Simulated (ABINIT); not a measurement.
The system is In.

```xyz
2
Lattice="3.3355 0.0000 0.0000 -1.6677 2.8886 0.0000 0.0000 0.0000 5.5091" Properties=species:S:1:pos:R:3 pbc="T T T"
In    1.6677    0.9629    4.1319
In    0.0000    1.9257    1.3773
```

This isn't the form of In at room conditions, which is tetragonal.

Base run:

- Program: ABINIT 10.8.3 (patched build)
- Functional: RPBE
- Potentials or basis: JTH PAW PBE v2.0
- Cutoff: 707 eV
- k mesh: 9 × 9 × 5
- Occupations: fermi-dirac, width 0.05 eV
- Spin: no spin polarisation

Its results: band gap on the k mesh none (metal or under the smearing width); pressure 2.6 GPa.

Question: After a change of settings the same cell gave: band gap on the k mesh none (metal or under the smearing width); pressure 1.0 GPa. Which change was it?
A. functional from RPBE to PBE
B. functional from RPBE to BLYP
C. functional from RPBE to LDA
D. functional from RPBE to AM05

Answer: A.

PBE binds more tightly than RPBE, so the same cell stands under less pressure.

Caveats: the PAW data sets were made with another functional, which shifts forces and pressure a little (some runs).
